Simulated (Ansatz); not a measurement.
## K on Co(0001): change of the work function

Aim: the work function of Co(0001) at several coverages of K (fcc site), and the dipole that each adsorbate carries.

Calculated with Ansatz 0.2.0; plane-wave DFT, PBE, Ansatz PAW.

### Step 1. Set-up

The cell holds 4 atoms: 4 Co. Its edges and angles: a = 2.510 Å, b = 2.510 Å, c = 24.107 Å, α = 90.0°, β = 90.0°, γ = 60.0°. Vacuum lies along c.

### Step 2. The clean slab

The bare slab comes first, as the zero from which every change is counted. The two lowest layers are held at bulk places and the upper ones relax. The dipole correction removes the false field that a one-sided slab makes across the periodic vacuum, so each face gets a flat vacuum level of its own.

input.yaml

```yaml
crystal:
  lattice:
    - [2.51, 0.0, 0.0]
    - [1.255, 2.1737237635, 0.0]
    - [0.0, 0.0, 24.10683]
  atoms:
    - { symbol: Co, position: [0.6666666667, 0.6666666667, 0.3733381784], spin: 1.7 }
    - { symbol: Co, position: [0.0, 0.0, 0.4577793928], spin: 1.7 }
    - { symbol: Co, position: [0.6666666667, 0.6666666667, 0.5422206072], spin: 1.7 }
    - { symbol: Co, position: [0.0, 0.0, 0.6266618216], spin: 1.7 }
magnetization:
  spin_polarized: true
kpoints:
  mp_grid: { grid: [12, 12, 1] }
hamiltonian:
  xc: pbe
scf:
  occupations: { method: fermi_dirac, width: 0.1 }
  convergence: { dr2_threshold: 1.0e-08 }
efield:
  axis: 3
  dipole_correction: true
  ramp_position: 0.97
  ramp_width: 0.06
relax:
  f_tol: 0.02
  max_steps: 60
  constraints: [{ sites: [0, 1] }]
output:
  write_potential: true
  write_density: true
  volumetric_format: npy
```

Command:

```
$ ansatz run input.yaml --threads 4 --pin off --max-ram 16384MiB --backend cpu --events-out ev --progress --plain --runs-dir out
```

Log:

```text
Engine: ansatz 0.2.0, aarch64-unknown-linux-gnu
Pseudopotentials: kind: paw
Pseudopotential: Co, paw, valence charge 17, recommended cutoff 420 eV (normal), Co.paw.azcp
Functional definition: PBE
  parameter kappa = 0.804
  parameter beta = 0.066725
  exchange = pbe_x(kappa = kappa, mu = beta*pi^2/3)
  correlation = pbe_c(beta = beta)
Crystal: 4 atoms, lattice volume = 131.528 Å³
Basis set: ecut = 420 eV, 2559 PW (Γ), exchange–correlation on 36×36×324 points (8 copies of the dense FFT grid, shifted against one another)
Bands: 45, of which v1, the nominal top of the filled ones, is band 34 counted from 1 (33 counted from 0)
Symmetry: 6 space group operations
k-points: 19 of 144 (time reversal used)
Non-local potential: Co, projectors of the file, l = 0: 3, l = 1: 2, l = 2: 3, l = 3: 1
PAW form: soft (Blöchl's): semilocal exchange-correlation on the pseudo side does not see the compensation charge
PAW one-centre angular grid: Co, 590 points (default); XC on 64 Gauss nodes
Initial density: superposition of atomic densities (neutral atoms: chi_scale 0, normalization atom)
Starting moments: Σ|m| = 6.8 μB on 4 of 4 sites
Initial wavefunctions: pseudopotential atomic-orbital guess
Functional: x = pbe(κ = 0.804, μ = 0.219515), c = pbe(β = 0.066725)
SCF iter   1: F=—  HF=-20501.283179 eV  |F-HF|=—  |Δ(HF+E_count)|=         —  Δρ=4.96e-2 (↑1.05e-2 ↓4.96e-2)  dr2=5.44e0  dr2_m=7.36e-1  M=6.870 μB ∫|m|=7.076 μB  β_m=1.00  ethr=3.10e-3  p=0.000 e·Å  D=5.04e-13 V/Å  ΔV_dip=-0.00 eV  dr2_dipole=6.91e-14  V_vac-E_F(+/−)=7.43/7.43 eV  ⟨swp⟩=11.6  Hψ=9064  notcnv=0  defer=12
Mixer restart at iter 1: flushing history
efield: sawtooth ramp at fractional position 0.9700 (set: `efield.ramp_position`, or a place that a band, a saddle search or an elastic batch's reference lends), width 0.0600; the density the first Hamiltonian is built on has a dipole p = 0.000 e·Å; the dipole correction subtracts the counter field D = 5.04e-13 V/Å, which shifts the + side's vacuum level by -0.00 eV against the − side's; the planar-averaged density in the ramp window peaks in size at 9.3e-6 e/Å³
preconditioner: auto → LDOS  [metal: Δε(μ)=0.017 eV  Ē_g=6.887 eV  σ=0.100 eV  W_gap=0.04  n_scr=18 (ndim 8)  ℏωp=19.4 eV  f_vac=0.597  D(μ)=4.76/eV (n_scr^D=18)]
spin=Collinear: LDOS preconditioning applied to the charge; magnetization (m = ρ↑ − ρ↓) channel mixes plain (no charge-response kernel on spin).
SCF iter   2: F=—  HF=-20500.677815 eV  |F-HF|=—  |Δ(HF+E_count)|=   6.05e-1  Δρ=1.21e-2 (↑1.21e-2 ↓7.84e-3)  dr2=4.83e-1  dr2_m=7.43e-2  M=6.898 μB ∫|m|=7.367 μB  β_m=0.34  ethr=3.10e-3  p=-0.000 e·Å  D=-2.46e-5 V/Å  ΔV_dip=0.00 eV  dr2_dipole=1.91e-7  V_vac-E_F(+/−)=6.53/6.53 eV  ⟨swp⟩=2.7  Hψ=3071  notcnv=0  defer=51
density mixer auto → msr1: a metal under ldos (density of states about μ 3.22 of a free-electron gas's, 18 screened modes)
SCF iter   3: F=—  HF=-20501.994777 eV  |F-HF|=—  |Δ(HF+E_count)|=    1.32e0  Δρ=4.76e-3 (↑4.76e-3 ↓4.65e-3)  dr2=9.37e-2  dr2_m=1.60e-2  M=6.919 μB ∫|m|=7.458 μB  β_m=0.48  ethr=7.10e-4  p=-0.000 e·Å  D=-4.93e-6 V/Å  ΔV_dip=0.00 eV  dr2_dipole=8.08e-8  V_vac-E_F(+/−)=5.92/5.92 eV  ⟨swp⟩=2.9  Hψ=2992  notcnv=0  defer=51
SCF iter   4: F=—  HF=-20502.978219 eV  |F-HF|=—  |Δ(HF+E_count)|=         —  Δρ=5.17e-3 (↑5.17e-3 ↓2.79e-3)  dr2=4.72e-2  dr2_m=7.71e-3  M=6.980 μB ∫|m|=7.615 μB  β_m=0.48  ethr=1.38e-4  p=0.000 e·Å  D=1.00e-6 V/Å  ΔV_dip=-0.00 eV  dr2_dipole=3.72e-8  V_vac-E_F(+/−)=5.27/5.27 eV  ⟨swp⟩=3.2  Hψ=3763  notcnv=0  defer=53
SCF iter   5: F=—  HF=-20503.130186 eV  |F-HF|=—  |Δ(HF+E_count)|=   1.52e-1  Δρ=2.48e-3 (↑1.51e-3 ↓2.48e-3)  dr2=1.24e-2  dr2_m=1.57e-3  M=6.908 μB ∫|m|=7.565 μB  β_m=0.64  ethr=6.94e-5  p=0.000 e·Å  D=1.27e-6 V/Å  ΔV_dip=-0.00 eV  dr2_dipole=5.37e-10  V_vac-E_F(+/−)=5.11/5.11 eV  ⟨swp⟩=2.2  Hψ=3111  notcnv=0  defer=53
SCF iter   6: F=—  HF=-20503.154936 eV  |F-HF|=—  |Δ(HF+E_count)|=   2.48e-2  Δρ=1.15e-3 (↑8.50e-4 ↓1.15e-3)  dr2=3.50e-3  dr2_m=1.52e-4  M=6.880 μB ∫|m|=7.545 μB  β_m=0.80  ethr=1.83e-5  p=0.000 e·Å  D=2.95e-6 V/Å  ΔV_dip=-0.00 eV  dr2_dipole=6.98e-9  V_vac-E_F(+/−)=5.04/5.04 eV  ⟨swp⟩=2.1  Hψ=2807  notcnv=0  defer=53
SCF iter   7: F=—  HF=-20503.158756 eV  |F-HF|=—  |Δ(HF+E_count)|=   3.82e-3  Δρ=5.96e-4 (↑5.02e-4 ↓5.96e-4)  dr2=1.26e-3  dr2_m=2.25e-5  M=6.862 μB ∫|m|=7.535 μB  β_m=0.70  ethr=5.15e-6  p=-0.000 e·Å  D=-6.61e-6 V/Å  ΔV_dip=0.00 eV  dr2_dipole=4.71e-8  V_vac-E_F(+/−)=5.00/5.00 eV  ⟨swp⟩=2.4  Hψ=3309  notcnv=0  defer=55
SCF iter   8: F=—  HF=-20503.158660 eV  |F-HF|=—  |Δ(HF+E_count)|=   9.67e-5  Δρ=1.88e-4 (↑1.88e-4 ↓1.66e-4)  dr2=7.45e-5  dr2_m=6.98e-6  M=6.861 μB ∫|m|=7.536 μB  β_m=0.70  ethr=1.85e-6  p=0.000 e·Å  D=1.90e-6 V/Å  ΔV_dip=-0.00 eV  dr2_dipole=1.38e-10  V_vac-E_F(+/−)=4.99/4.99 eV  ⟨swp⟩=2.4  Hψ=3092  notcnv=0  defer=56
SCF iter   9: F=—  HF=-20503.158672 eV  |F-HF|=—  |Δ(HF+E_count)|=   1.27e-5  Δρ=6.53e-5 (↑3.95e-5 ↓6.53e-5)  dr2=5.92e-6  dr2_m=2.71e-6  M=6.858 μB ∫|m|=7.537 μB  β_m=0.79  ethr=1.10e-7  p=-0.000 e·Å  D=-1.04e-6 V/Å  ΔV_dip=0.00 eV  dr2_dipole=6.55e-10  V_vac-E_F(+/−)=4.98/4.98 eV  ⟨swp⟩=2.6  Hψ=2918  notcnv=0  defer=56
SCF iter  10: F=—  HF=-20503.158675 eV  |F-HF|=—  |Δ(HF+E_count)|=   2.25e-6  Δρ=3.81e-5 (↑3.81e-5 ↓2.00e-5)  dr2=3.10e-6  dr2_m=1.73e-7  M=6.858 μB ∫|m|=7.537 μB  β_m=0.68  ethr=8.70e-9  p=0.000 e·Å  D=2.53e-6 V/Å  ΔV_dip=-0.00 eV  dr2_dipole=6.49e-9  V_vac-E_F(+/−)=4.98/4.98 eV  ⟨swp⟩=2.4  Hψ=2802  notcnv=0  defer=56
SCF iter  11: F=—  HF=-20503.158675 eV  |F-HF|=—  |Δ(HF+E_count)|=   4.99e-7  Δρ=1.15e-5 (↑6.30e-6 ↓1.15e-5)  dr2=2.56e-7  dr2_m=6.68e-8  M=6.857 μB ∫|m|=7.537 μB  β_m=0.59  ethr=4.56e-9  p=-0.000 e·Å  D=-2.92e-6 V/Å  ΔV_dip=0.00 eV  dr2_dipole=1.05e-8  V_vac-E_F(+/−)=4.98/4.98 eV  ⟨swp⟩=2.3  Hψ=2831  notcnv=0  defer=56
SCF iter  12: F=—  HF=-20503.158675 eV  |F-HF|=—  |Δ(HF+E_count)|=   9.93e-8  Δρ=6.32e-6 (↑3.05e-6 ↓6.32e-6)  dr2=3.02e-8  dr2_m=2.20e-8  M=6.857 μB ∫|m|=7.537 μB  β_m=0.79  ethr=3.77e-10  p=0.000 e·Å  D=3.20e-7 V/Å  ΔV_dip=-0.00 eV  dr2_dipole=3.26e-10  V_vac-E_F(+/−)=4.98/4.98 eV  ⟨swp⟩=2.3  Hψ=2600  notcnv=0  defer=56
SCF iter  13: F=—  HF=-20503.158675 eV  |F-HF|=—  |Δ(HF+E_count)|=   8.20e-8  Δρ=3.67e-6 (↑3.67e-6 ↓3.22e-6)  dr2=5.57e-8  dr2_m=3.60e-9  M=6.857 μB ∫|m|=7.538 μB  β_m=0.63  ethr=4.44e-11  p=-0.000 e·Å  D=-2.65e-6 V/Å  ΔV_dip=0.00 eV  dr2_dipole=1.06e-8  V_vac-E_F(+/−)=4.98/4.98 eV  ⟨swp⟩=3.1  Hψ=3575  notcnv=0  defer=56
[...]
preconditioner: auto → LDOS  [metal: Δε(μ)=0.011 eV  Ē_g=6.720 eV  σ=0.100 eV  W_gap=0.03  n_scr=12 (ndim 8)  ℏωp=19.4 eV  f_vac=0.612  D(μ)=3.74/eV (n_scr^D=16)]
spin=Collinear: LDOS preconditioning applied to the charge; magnetization (m = ρ↑ − ρ↓) channel mixes plain (no charge-response kernel on spin).
SCF iter   2: F=—  HF=-20503.182460 eV  |F-HF|=—  |Δ(HF+E_count)|=   6.54e-5  Δρ=1.31e-4 (↑1.31e-4 ↓1.26e-4)  dr2=3.27e-4  dr2_m=1.50e-6  M=6.834 μB ∫|m|=7.500 μB  β_m=0.31  ethr=1.53e-6  p=0.002 e·Å  D=2.56e-3 V/Å  ΔV_dip=-0.06 eV  dr2_dipole=1.26e-4  V_vac-E_F(+/−)=4.93/4.99 eV  ⟨swp⟩=2.1  Hψ=2531  notcnv=0  defer=64
density mixer auto → msr1: a metal under ldos (density of states about μ 2.82 of a free-electron gas's, 18 screened modes)
SCF iter   3: F=—  HF=-20503.182459 eV  |F-HF|=—  |Δ(HF+E_count)|=   8.64e-7  Δρ=1.32e-4 (↑1.32e-4 ↓6.95e-5)  dr2=8.49e-5  dr2_m=6.29e-6  M=6.834 μB ∫|m|=7.500 μB  β_m=0.44  ethr=4.81e-7  p=0.002 e·Å  D=2.44e-3 V/Å  ΔV_dip=-0.06 eV  dr2_dipole=2.77e-5  V_vac-E_F(+/−)=4.93/4.99 eV  ⟨swp⟩=1.6  Hψ=1860  notcnv=0  defer=64
SCF iter   4: F=—  HF=-20503.182475 eV  |F-HF|=—  |Δ(HF+E_count)|=   1.58e-5  Δρ=6.00e-5 (↑5.17e-5 ↓6.00e-5)  dr2=2.34e-5  dr2_m=2.73e-6  M=6.835 μB ∫|m|=7.501 μB  β_m=0.50  ethr=1.25e-7  p=0.002 e·Å  D=2.49e-3 V/Å  ΔV_dip=-0.06 eV  dr2_dipole=6.53e-6  V_vac-E_F(+/−)=4.93/4.99 eV  ⟨swp⟩=1.8  Hψ=2028  notcnv=0  defer=64
SCF iter   5: F=—  HF=-20503.182484 eV  |F-HF|=—  |Δ(HF+E_count)|=   8.94e-6  Δρ=5.34e-5 (↑5.34e-5 ↓3.33e-5)  dr2=7.93e-7  dr2_m=2.13e-6  M=6.836 μB ∫|m|=7.501 μB  β_m=0.64  ethr=3.44e-8  p=0.002 e·Å  D=2.54e-3 V/Å  ΔV_dip=-0.06 eV  dr2_dipole=1.53e-7  V_vac-E_F(+/−)=4.93/4.99 eV  ⟨swp⟩=2.0  Hψ=2380  notcnv=0  defer=64
SCF iter   6: F=—  HF=-20503.182487 eV  |F-HF|=—  |Δ(HF+E_count)|=   3.70e-6  Δρ=2.43e-5 (↑2.43e-5 ↓7.21e-6)  dr2=7.27e-7  dr2_m=1.91e-7  M=6.836 μB ∫|m|=7.502 μB  β_m=0.65  ethr=1.17e-9  p=0.002 e·Å  D=2.57e-3 V/Å  ΔV_dip=-0.06 eV  dr2_dipole=2.86e-8  V_vac-E_F(+/−)=4.93/4.99 eV  ⟨swp⟩=3.0  Hψ=3471  notcnv=0  defer=64
SCF iter   7: F=—  HF=-20503.182487 eV  |F-HF|=—  |Δ(HF+E_count)|=   1.19e-7  Δρ=9.49e-6 (↑8.56e-6 ↓9.49e-6)  dr2=4.08e-7  dr2_m=2.71e-8  M=6.836 μB ∫|m|=7.502 μB  β_m=0.57  ethr=1.07e-9  p=0.002 e·Å  D=2.57e-3 V/Å  ΔV_dip=-0.06 eV  dr2_dipole=7.01e-8  V_vac-E_F(+/−)=4.93/4.99 eV  ⟨swp⟩=2.0  Hψ=2982  notcnv=0  defer=64
SCF iter   8: F=—  HF=-20503.182487 eV  |F-HF|=—  |Δ(HF+E_count)|=   3.91e-8  Δρ=3.66e-6 (↑3.66e-6 ↓2.36e-6)  dr2=1.56e-8  dr2_m=9.75e-9  M=6.836 μB ∫|m|=7.502 μB  β_m=0.70  ethr=6.00e-10  p=0.002 e·Å  D=2.57e-3 V/Å  ΔV_dip=-0.06 eV  dr2_dipole=9.30e-10  V_vac-E_F(+/−)=4.93/4.99 eV  ⟨swp⟩=2.4  Hψ=2856  notcnv=0  defer=64
SCF iter   9: F=—  HF=-20503.182487 eV  |F-HF|=—  |Δ(HF+E_count)|=   4.03e-8  Δρ=1.38e-6 (↑1.31e-6 ↓1.38e-6)  dr2=4.04e-9  dr2_m=1.04e-9  M=6.836 μB ∫|m|=7.502 μB  β_m=0.65  ethr=2.30e-11  p=0.002 e·Å  D=2.57e-3 V/Å  ΔV_dip=-0.06 eV  dr2_dipole=1.27e-10  V_vac-E_F(+/−)=4.93/4.99 eV  ⟨swp⟩=2.8  Hψ=3042  notcnv=0  defer=64
SCF iter  10: F=—  HF=-20503.182487 eV  |F-HF|=—  |Δ(HF+E_count)|=   7.22e-9  Δρ=1.37e-6 (↑8.82e-7 ↓1.37e-6)  dr2=1.39e-8  dr2_m=3.69e-10  M=6.836 μB ∫|m|=7.502 μB  β_m=0.67  ethr=5.94e-12  p=0.002 e·Å  D=2.57e-3 V/Å  ΔV_dip=-0.06 eV  dr2_dipole=4.02e-9  V_vac-E_F(+/−)=4.93/4.99 eV  ⟨swp⟩=2.8  Hψ=3515  notcnv=0  defer=64
SCF iter  11: F=-20503.182487 eV  HF=-20503.182487 eV  |F-HF|=5.18e-9  |Δ(HF+E_count)|=   2.51e-9  Δρ=8.80e-7 (↑3.13e-7 ↓8.80e-7)  dr2=4.60e-9  dr2_m=2.09e-10  M=6.836 μB ∫|m|=7.502 μB  ethr=5.94e-12  p=0.002 e·Å  D=2.57e-3 V/Å  ΔV_dip=-0.06 eV  dr2_dipole=1.32e-9  V_vac-E_F(+/−)=4.93/4.99 eV  ⟨swp⟩=7.0  Hψ=9563  notcnv=0
SCF 4 converged in 11 iterations: F = -20503.182487 eV  dr2 = 4.60e-9
relax step   4: F+E_penalty+E_count = -20503.18248727 eV  Δ(F+E_penalty+E_count) = -2.578e-4 eV  max|allowed force component| = 6.602e-3 eV/Å  Δτ_max = 0.0084 Å  (11 SCF iters, accepted)
NSCF: frozen V_eff on 19 k-points
the band table was solved once a step of the walk had ended and its energy, with any forces and stress, was formed, with the checks that follow a solve (9233 applications of the Hamiltonian). They found nothing against the state; the energy, forces and stress were not computed again (output.eigenvalues in the input reference)
WARN: The output density's exchange-correlation potential varies sharply where the density is thin. Do not read a vacuum level from v_tot or v_xc, or from such a field of the output density. On a cell that repeats whose density bears no net charge and no dipole along the vacuum's axis use v_es (v_loc + v_h of the components); under efield.dipole_correction with no amplitude use v_es + v_field, which holds any externa [...]
SCF converged after 11 iterations
Magnetization: 6.8365 μB (37.4182 up, 30.5818 down)
Absolute magnetization: 7.5041 μB (∫|ρ↑−ρ↓|, with the PAW one-centre terms)
Spin contamination: 0.1418 ħ² per cell (⟨S²⟩ above its minimum at these occupations)
Per-site moments (μB) at R_I (Å): [(1.819632, 1.030734), (1.757752, 1.030734), (1.742027, 1.000660), (1.792708, 1.000660)]
Free energy (F): -20503.182487 eV
Harris-Foulkes:  -20503.182487 eV  (|F-HF|=5.18e-9)
Internal energy: -20503.052780 eV  (E = F + TS)
E sigma→0 (E₀):  -20503.117634 eV
Entropy (-TS):   -0.129707 eV (-32.427 meV/atom)
Fermi energy:    2.954768 eV
Dipole field:    D = 0.002626 V/Å  (p = 0.001909 e·Å, saw-weighted, corrected)
Work function:   Φ+ = 4.9253 eV   Φ− = 4.9886 eV
Levels:          The Fermi level and band energies are counted from a zero that moves with the ramp; work functions are not
--- Per-component energies (eV) ---
  E_band       = -2041.790011
  E_kinetic    = 1808.861082
  E_local      = -151342.607085  (includes V_loc(G=0)·N_el)
  E_nonlocal   = 1821.381808
  E_hartree    = 74222.730396
  E_xc         = -632.279232
  E_vxc        = -815.577330  (∫ρ·V_xc dr)
  E_paw        = -6063.646017  (= ΣΔE_a)
  E_vpaw       = -1959.317964  (= ΣTr[D̂ρ^β])
  E_aug_tail   = 0.000301  (compensation charges beyond the density's cutoff)
  E_efield     = 0.000003  (sawtooth field / dipole correction)
  E_vefield    = 0.003157  (∫n·V_field dr)
  E_ewald      = 59682.505964
  E_smearing   = -0.129707  (= −TS)
  E_closure    = -0.000000  (closes the sum)
  Σ components = -20503.182487   (vs F -20503.182487, Δ=0.00e0)
--- Forces (eV/Å), atoms counted from 1 ---
  atom   1  Co     0.00000000     0.00000000     0.50233302
  atom   2  Co    -0.00000000     0.00000000    -0.49982607
  atom   3  Co     0.00000000    -0.00000000     0.00407533
  atom   4  Co    -0.00000000    -0.00000000    -0.00660206
  max |Σ_I F_I| component: 1.98e-5 eV/Å
--- Band table (eV; the first three rows and the last of 38) ---
  k-point 0 ↑: bands = [... 30 lower, 0.6027, 1.1317, 1.1317, 1.5257, 1.5257, 1.8851, 1.8851, 2.0257, ... 7 higher]
  k-point 1 ↑: bands = [... 30 lower, 0.6932, 1.0395, 1.1017, 1.3850, 1.5039, 1.5354, 1.7908, 1.8846, ... 7 higher]
  k-point 2 ↑: bands = [... 30 lower, 0.8036, 0.9408, 1.0332, 1.1441, 1.4384, 1.4726, 1.8810, 2.0831, ... 7 higher]
  k-point 18 ↓: bands = [... 30 lower, 3.1142, 3.7214, 3.7507, 3.8049, 3.9140, 3.9574, 8.5075, 8.8942, ... 7 higher]
--- Relaxed structure (4 steps of the walk, 4 accepted, 0 SCFs on fresh bases) ---
  F+E_penalty+E_count = -20503.18248727 eV   max|allowed force component| = 6.602e-3 eV/Å
  atoms:
    - { symbol: Co, position: [0.666667, 0.666667, 0.373338] }
    - { symbol: Co, position: [0.0, 0.0, 0.4577793928] }
    - { symbol: Co, position: [0.666667, 0.666667, 0.542627] }
    - { symbol: Co, position: [-4.105840e-18, 0, 0.623327] }
```

Elapsed: 36 s, on 4 threads of Arm Neoverse V1, shared host; peak memory 0.54 GiB; 2.3 min of CPU time.

The steps of the relaxation:

```
step  energy less that of the first step (eV)  largest force component (eV/Å)
   1                                   0.0000                          0.4887
   2                                  -0.0156                          0.3161
   3                                  -0.0236                          0.0611
   4                                  -0.0238                          0.0066
```

Forces are held to the 6 operations that the program found; a distortion that breaks them can't arise in this run.

The atoms that moved most (Å):

```
atom     dx     dy      dz  length
 Co4  0.000  0.000  -0.080   0.080
 Co3  0.000  0.000   0.010   0.010
```

The relaxed structure:

```xyz
4
Lattice="2.5100 0.0000 0.0000 1.2550 2.1737 0.0000 0.0000 0.0000 24.1068" Properties=species:S:1:pos:R:3
Co    2.5100    1.4491    9.0000
Co    0.0000    0.0000   11.0356
Co    2.5100    1.4491   13.0810
Co    0.0000    0.0000   15.0264
```

Numbers from this step:

| Quantity | Value |
| --- | --- |
| energy at zero smearing | -20503.1176 eV |
| total moment | 6.836 μB |
| site moments | 1.820, 1.758, 1.742, 1.793 μB |
| work function, upper face | 4.925 eV |
| work function, lower face | 4.989 eV |
| dipole along the normal | 0.001909 e·Å |
| step between the vacuum levels | -0.06331 eV |

Running mean over 2.03561 Å of the planar mean; the ramp of the sawtooth is left out. The electron's electrostatic potential energy less the Fermi level by z:

```
z (Å)  electron's electrostatic potential energy less the Fermi level (eV)
  3.0                                                                 4.99
  3.5                                                                 4.99
  4.0                                                                 4.99
  4.5                                                                 4.99
  5.0                                                                 4.98
  5.5                                                                 4.97
  6.0                                                                 4.92
  6.5                                                                 4.76
  7.0                                                                 4.21
  7.5                                                                 1.91
  8.0                                                                -3.46
  8.5                                                                -8.57
  9.0                                                                -10.3
  9.5                                                                -10.5
 10.0                                                                -10.5
 10.5                                                                -10.5
 11.0                                                                -10.6
 11.5                                                                -10.5
 12.0                                                                -10.5
 12.5                                                                -10.5
 13.0                                                                -10.6
 13.5                                                                -11.1
 14.0                                                                -11.5
 14.5                                                                -11.2
 15.0                                                                -10.4
 15.5                                                                -8.77
 16.0                                                                -3.80
 16.5                                                                 1.67
 17.0                                                                 4.09
 17.5                                                                 4.69
 18.0                                                                 4.86
 18.5                                                                 4.91
 19.0                                                                 4.92
 19.5                                                                 4.92
 20.0                                                                 4.93
 20.5                                                                 4.93
 21.0                                                                 4.93
```

Site moment by atom:

```csv
atom,site moment (μB)
Co1,1.82
Co2,1.76
Co3,1.74
Co4,1.79
```

The relaxation took 4 steps and lowered the energy by 0.024 eV; the largest force on the free atoms ends at 0.0066 eV/Å.

The work function of the upper face is 4.93 eV.

(Continued in part 2 of 4.)

[Long decimals in the printed logs are rounded to 6 places.]

[Logs are printed without paths, hosts, clocks, repeated set-up lines and the standing remarks that a program may print on its own settings, such as how far it seeks lower states.]

[Hosts, paths, dates, database ids (printed as entryN), source tags and the programs' standing remarks are cut or masked in the printed files.]

[Maps of the electrostatic potential energy from Ansatz leave out the sawtooth potential of an applied field or a dipole correction, so their vacuum need not be flat; planar profiles and work functions include it.]
